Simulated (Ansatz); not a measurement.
# Sc (I4/mmm) in Ansatz: convergence with xc grid

Aim: find how far xc grid must go before the results for Sc settle, at PBE. This setting moves, with any that are tied to it; all else stays.

Everything below comes from runs of Ansatz 0.2.0. Logs are shortened: lines on timing, memory, paths and dates and some standing lists are left out, and cuts for length are marked.

## Step 1: The crystal as given

It takes space group I4/mmm (No. 139, tetragonal). The conventional cell has a = 3.834 Å, b = 3.834 Å, c = 3.435 Å, α = 90.00°, β = 90.00°, γ = 90.00°. Sc (site symmetry 4/mmm) has 10 Sc at 3.21 to 3.44 Å as nearest neighbours.

This isn't the form of Sc at room conditions, which is hcp.

## Step 2: With xc grid 1

File input.yaml:

```yaml
crystal:
  lattice:
    - [-1.9172054859, 1.9172054859, 1.717603]
    - [1.9172054859, -1.9172054859, 1.717603]
    - [1.9172054859, 1.9172054859, -1.717603]
  atoms:
    - { symbol: Sc, position: [0.0, 0.0, 0.0] }
kpoints:
  mp_grid: { grid: [10, 10, 10] }
scf:
  occupations: { method: fermi_dirac, width: 0.05 }
hamiltonian:
  xc: pbe
  pseudopotentials: { kind: all_electron, lapw: { basis_error: 0.001 } }
output:
  forces: true
  stress: true
  eigenvalues: true
basis:
  xc_grid: 1
```

Potentials or basis: all-electron LAPW, scalar-relativistic.

Command:

```sh
ansatz run input.yaml --threads 1 --pin off --max-ram 3072MiB --backend cpu --events-out ev --progress --plain --runs-dir out
```

Run time: 7.2 s. Hardware: 1 thread of Intel Xeon at 2.70GHz, shared host; peak memory 0.27 GiB.

What came out:

```yaml
Free_energy: -20795.4537 eV
Pressure: -0.8 GPa
Band_gap_on_the_k_mesh: none (metal or under the smearing width)
```

## Step 3: With xc grid 2

Changes to input.yaml since step 2:

```diff
@@ -19,2 +19,2 @@
 basis:
-  xc_grid: 1
+  xc_grid: 2
```

Potentials or basis: all-electron LAPW, scalar-relativistic.

Command:

```sh
ansatz run input.yaml --threads 1 --pin off --max-ram 3072MiB --backend cpu --events-out ev --progress --plain --runs-dir out
```

It took 7 s on 1 thread of Intel Xeon at 2.70GHz, shared host; peak memory 0.27 GiB.

Results:

| Property | Result |
| --- | --- |
| Free energy | -20795.4537 eV |
| Pressure | -0.8 GPa |
| Band gap on the k mesh | none (metal or under the smearing width) |

## Step 4: With xc grid 3

Changes to input.yaml since step 3:

```diff
@@ -19,2 +19,2 @@
 basis:
-  xc_grid: 2
+  xc_grid: 3
```

Command:

```sh
ansatz run input.yaml --threads 1 --pin off --max-ram 3072MiB --backend cpu --events-out ev --progress --plain --runs-dir out
```

Run time: 4.6 s. Hardware: 1 thread of Intel Xeon at 2.70GHz, shared host; peak memory 0.27 GiB.

Results (log left out):

| Quantity | Value |
| --- | --- |
| Free energy | -20795.4537 eV |
| Pressure | -0.8 GPa |
| Band gap on the k mesh | none (metal or under the smearing width) |

## Step 5: With xc grid 4

Changes to input.yaml since step 4:

```diff
@@ -19,2 +19,2 @@
 basis:
-  xc_grid: 3
+  xc_grid: 4
```

Potentials or basis: all-electron LAPW, scalar-relativistic.

Command:

```sh
ansatz run input.yaml --threads 1 --pin off --max-ram 3072MiB --backend cpu --events-out ev --progress --plain --runs-dir out
```

Standard output:

```text
Warning: RAYON_NUM_THREADS=1 ignored (pool sized by the plan → 1); use --threads N
LAPW: plane waves up to 6.707 Å⁻¹, error target 1.0e-3 eV per atom; small_component_spin mean_spin; Sc in spheres of 1.605 Å, 11 of its electrons in bands, Dirac shells [] (how accurate: hamiltonian.pseudopotentials.lapw.basis_error, Limitations)
Engine: ansatz 0.2.0, x86_64-unknown-linux-gnu
Pseudopotentials: kind: all_electron
Pseudopotential: Sc, LAPW, valence charge 11, lapw/all_electron/scalar/gaussian/Sc, Koelling and Harmon's equation, gaussian nucleus
Functional definition: PBE
  parameter kappa = 0.804
  parameter beta = 0.06672455060314922
  exchange = pbe_x(kappa = kappa, mu = beta*pi^2/3)
  correlation = pbe_c(beta = beta)
Crystal: 1 atoms, lattice volume = 25.253 Å³
Basis set: ecut = 171.36919605864543 eV, 139 PW (Γ), exchange–correlation at level 4
Bands: 10, of which v1, the nominal top of the filled ones, is band 6 counted from 1 (5 counted from 0)
Symmetry: 16 space group operations
Space group: I4/mmm (ITA 139), of the structure as read, at distance tolerance 2.9e-5 Å
k-points: 102 of 1000
Non-local potential: Sc, projectors of the file, none
Initial density: superposition of atomic densities (chi_scale 0.1, normalization cell)
Initial wavefunctions: plane waves of lowest kinetic energy (no species holds an atomic orbital)
Functional: x = pbe(κ = 0.804, μ = 0.2195149727645171), c = pbe(β = 0.06672455060314922)
iter 1 solved again at ethr=5.04e-4 eV; its pass at ethr=1.00e-1 eV (dr2=5.55e-2 eV) is discarded
SCF iter   1: F=—  HF=-20795.511525 eV  |F-HF|=—  |Δ(HF+E_count)|=         —  Δρ=1.46e-2  dr2=5.56e-2  ethr=5.04e-4  ⟨swp⟩=2.8  Hψ=7537  notcnv=0
preconditioner: auto → none  [metal: Δε(μ)=0.028 eV  Ē_g=4.004 eV  σ=0.050 eV  W_gap=0.14  n_scr=4 (ndim 8)  ℏωp=12.8 eV  f_vac=0.000  D(μ)=2.36/eV (n_scr^D=34)  sad-step TF]
SCF iter   2: F=—  HF=-20795.452868 eV  |F-HF|=—  |Δ(HF+E_count)|=   5.87e-2  Δρ=6.68e-3  dr2=1.29e-2  ethr=5.04e-4  ⟨swp⟩=2.0  Hψ=3367  notcnv=0
SCF iter   3: F=—  HF=-20795.453240 eV  |F-HF|=—  |Δ(HF+E_count)|=   3.72e-4  Δρ=3.40e-3  dr2=3.33e-3  ethr=1.17e-4  ⟨swp⟩=2.0  Hψ=2966  notcnv=0
iter 4 solved again at ethr=3.04e-8 eV; its pass at ethr=3.03e-5 eV (dr2=3.35e-6 eV) is discarded
SCF iter   4: F=—  HF=-20795.453673 eV  |F-HF|=—  |Δ(HF+E_count)|=   4.33e-4  Δρ=1.20e-4  dr2=3.35e-6  ethr=3.04e-8  ⟨swp⟩=2.3  Hψ=5067  notcnv=0
SCF iter   5: F=—  HF=-20795.453669 eV  |F-HF|=—  |Δ(HF+E_count)|=   4.11e-6  Δρ=2.32e-5  dr2=1.43e-7  ethr=3.04e-8  ⟨swp⟩=3.0  Hψ=3173  notcnv=0
SCF iter   6: F=-20795.453669 eV  HF=-20795.453669 eV  |F-HF|=8.73e-10  |Δ(HF+E_count)|=   1.68e-7  Δρ=1.84e-6  dr2=6.86e-10  ethr=1.30e-9  ⟨swp⟩=2.0  Hψ=2965  notcnv=0
SCF 1 converged in 6 iterations: F = -20795.453669 eV  dr2 = 6.86e-10
SCF converged after 6 iterations
Free energy (F): -20795.453669 eV
Harris-Foulkes:  -20795.453669 eV  (|F-HF|=8.73e-10)
Internal energy: -20795.432015 eV  (E = F + TS)
E sigma→0 (E₀):  -20795.442842 eV
Entropy (-TS):   -0.021654 eV (-21.654 meV/atom)
Fermi energy:    9.389206 eV
--- Per-component energies (eV) ---
  E_band       = -169.227775
  E_kinetic    = 20976.213164
  E_xc         = -1063.206516
  E_electrostatic = -40708.438662  (all electrons and nuclei)
  E_smearing   = -0.021654  (= −TS)
  E_closure    = 0.000000  (closes the sum)
  E_atoms      = -20790.993794  (free atoms, spherical and without spin; not in F)
  Σ components = -20795.453669   (vs F -20795.453669, Δ=0.00e0)
  Basis errors (estimates in eV, not in F): energy 9.2e-5 per atom: plane waves 6.8e-5 (3.5e-5 summed), levels above the bands 5.2e-48, relativity 8.2e-9, radial functions 2.4e-5, core shells 6.3e-9; eigenvalues (radial functions only) 8.0e-7; not estimated: angular momenta, meshes, grids; target (lapw.basis_error) 1.0e-3; muffin-tin radii Sc 1.605 Å
--- Forces (eV/Å), atoms counted from 1 ---
  atom   1  Sc    -0.00000000     0.00000000     0.00000000
  max |Σ_I F_I| component: 2.22e-31 eV/Å
--- Stress (GPa, compression-positive) ---
       -1.155131       0.000000       0.000000
        0.000000      -1.155131       0.000000
        0.000000       0.000000      -0.072415
  P = ⅓ Tr σ = -0.7942 GPa (-7.942 kbar)
--- Band table (eV; the first three rows and the last of 102) ---
  k-point 0: bands = ["-40.2469", "-18.6727", "-18.6727", "-18.6445", "4.2136", "10.4080", "11.0966", "11.0966", "11.7335", "12.5067"]
  k-point 1: bands = ["-40.2419", "-18.7083", "-18.6713", "-18.6535", "4.4541", "10.3867", "11.0063", "11.2686", "11.6058", "12.4701"]
  k-point 2: bands = ["-40.2289", "-18.8004", "-18.6771", "-18.6677", "5.1362", "10.1973", "10.7807", "11.4643", "11.7516", "12.3882"]
  k-point 101: bands = ["-40.1515", "-18.9459", "-18.9459", "-18.8436", "8.1183", "8.3375", "13.1208", "13.1208", "13.2542", "14.6054"]
```

Run time: 7 s. Hardware: 1 thread of Intel Xeon at 2.70GHz, shared host; peak memory 0.27 GiB.

Results:

```
Free energy            : -20795.4537 eV
Pressure               : -0.8 GPa
Band gap on the k mesh : none (metal or under the smearing width)
```

## Step 6: Result

```csv
xc grid,"energy less the tightest run, at zero smearing (meV/atom)",SCF cycles,CPU time (s),peak memory (GiB)
1,0.00,6,7.1,0.27
2,0.00,6,7,0.27
3,0.00,6,4.6,0.27
4,0.00,6,7,0.27
```

Against the tightest run, the energy stays within 1 meV/atom from 1 on. The tightest run that finished is the yardstick and may itself not be fully converged.
